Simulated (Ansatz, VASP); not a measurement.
**S: VASP beside Ansatz**

File INCAR:

```
SYSTEM = S
PREC = Accurate
ENCUT = 520
EDIFF = 1E-6
ISMEAR = 0
SIGMA = 0.1
LREAL = .FALSE.
LASPH = .TRUE.
NELM = 80
ALGO = Fast
ISIF = 2
LWAVE = .FALSE.
LCHARG = .FALSE.
GGA = PE
NBANDS = 9
```

The input KPOINTS:

```
Automatic mesh
0
G
  8 8 4
  0 0 0
```

File POSCAR:

```
S
1.0
    2.3488633342      0.0000000000      0.0000000000
    0.0000000000      2.3488633342      0.0000000000
    0.0000000000      0.0000000000      4.0387666980
S
1
Direct
    0.0000000000      0.0000000000      0.0000000000
```

Input for Ansatz:

```yaml
crystal:
  lattice:
    - [2.3488633342, 0.0, 0.0]
    - [0.0, 2.3488633342, 0.0]
    - [0.0, 0.0, 4.038766698]
  atoms:
    - { symbol: S, position: [0.0, 0.0, 0.0] }
basis:
  ecutwfc: 420
kpoints:
  mp_grid: { grid: [8, 8, 4] }
hamiltonian:
  xc: pbe
scf:
  occupations: { method: gaussian, width: 0.1 }
output:
  forces: true
  stress: true
  eigenvalues: true
```

Alike in both runs: task single point; functional PBE; k mesh 8 × 8 × 4; occupations gaussian, width 0.1 eV; no spin polarisation.

```csv
,VASP,Ansatz
version,VASP 6.6.1,Ansatz 0.2.0
potentials or method,"VASP PAW PBE potentials, release 64 (S)","scalar-relativistic, plane waves, PAW"
plane-wave cutoff (eV),520,420
valence electrons in the cell,6,6
```

VASP gave:

- gap on the k mesh at the Fermi level (eV): none
- pressure (GPa): 2.0
- largest component of the traceless stress (GPa): 1.90

Q: What did Ansatz give for the same quantities?

A: gap on the k mesh at the Fermi level (eV): none; pressure (GPa): 2.3; largest component of the traceless stress (GPa): 2.11.

A gap of «none» marks a metal or a gap that the smearing closes.

Caveats: the k mesh is coarse (spacing up to 0.39 Å⁻¹), so the values aren't converged.
